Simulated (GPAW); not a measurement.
A run of GPAW 26.7.0 is set up as follows.

run.py

```python
import numpy as np
from ase import Atoms
from ase.dft.bandgap import bandgap
from ase.io import write
from ase.units import GPa
from gpaw import GPAW, PW, setup_paths
from gpaw.spinorbit import soc_eigenstates

setup_paths.insert(0, '.')

atoms = Atoms(['Ta'],
              cell=[[-1.65128, 1.65128, 1.65128],
                    [1.65128, -1.65128, 1.65128],
                    [1.65128, 1.65128, -1.65128]],
              scaled_positions=[[0.0, 0.0, 0.0]],
              pbc=True)

calc = GPAW(mode=PW(600),
            xc='PBEsol',
            kpts={'size': (8, 8, 8), 'gamma': True},
            occupations={'name': 'fermi-dirac', 'width': 0.05},
            nbands=15,
            convergence={'density': 1e-05, 'energy': 1e-05},
            maxiter=150,
            txt='gpaw.txt')
atoms.calc = calc
energy = atoms.get_potential_energy()
forces = atoms.get_forces()
stress = atoms.get_stress()
calc.write('gs.gpw')
write('result.traj', atoms)
print(f'Energy: {energy:.6f} eV')
print('Forces (eV/A):')
print(forces.round(4))
print('Stress (GPa):', (stress / GPa).round(3))
print('Fermi level:', round(calc.get_fermi_level(), 4), 'eV')
print(f'Gap: {bandgap(calc)[0]:.4f} eV, direct: {bandgap(calc, direct=True)[0]:.4f} eV')

path = atoms.cell.bandpath('GHNGPH,PN', npoints=100, eps=1e-4)
bs_calc = calc.fixed_density(kpts=path, symmetry='off', nbands=23,
                             convergence={'bands': 'CBM+6.0', 'eigenstates': 1e-6}, txt='bands.txt')
bs = bs_calc.band_structure()
bs.write('bs.json')
print(f'Gap on the path: {bandgap(bs_calc)[0]:.4f} eV')

soc = soc_eigenstates(bs_calc, theta=90, phi=0)
np.savetxt('soc_bands.dat', soc.eigenvalues(), fmt='%.4f')
mesh = soc_eigenstates('gs.gpw', theta=90, phi=0)
np.savetxt('soc_mesh.dat', mesh.eigenvalues(), fmt='%.4f')
print('Fermi level with spin-orbit coupling:', round(mesh.fermi_level, 4), 'eV')
```

Potentials or basis: PAW data sets generated in the run's folder for this functional, pw.

Launch:

```console
$ gpaw-setup -f PBEsol Ta
$ OMP_NUM_THREADS=1 python run.py
```

**Question.** What does it give for the band gap along the path?

**Answer.** None (metal or under the smearing width).

**Question.** Estimate the pressure.

**Answer.** -5.5 GPa.

Levels at the corners of the path, in eV from the Fermi level:
| point | band 10 | band 11 | band 12 | band 13 | band 14 | band 15 |
| --- | --- | --- | --- | --- | --- | --- |
| Γ | -7.87 | 0.57 | 0.57 | 0.57 | 0.57 | 1.01 |
| H | -3.80 | -3.80 | -3.80 | 6.61 | 6.61 | 6.61 |
| N | -4.36 | -1.54 | -1.54 | 1.69 | 1.69 | 3.84 |
| Γ | -7.87 | 0.57 | 0.57 | 0.57 | 0.57 | 1.01 |
| P | -1.72 | -0.92 | -0.92 | -0.92 | -0.92 | 5.05 |
| H | -3.80 | -3.80 | -3.80 | 6.61 | 6.61 | 6.61 |
| P | -1.72 | -0.92 | -0.92 | -0.92 | -0.92 | 5.05 |
| N | -4.36 | -1.54 | -1.54 | 1.69 | 1.69 | 3.84 |

Caveat: spin-orbit coupling was added after a scalar SCF, so levels and gaps hold it while energy, forces, pressure and moments don't; this program's spin-orbit splittings come out too wide for heavy elements.
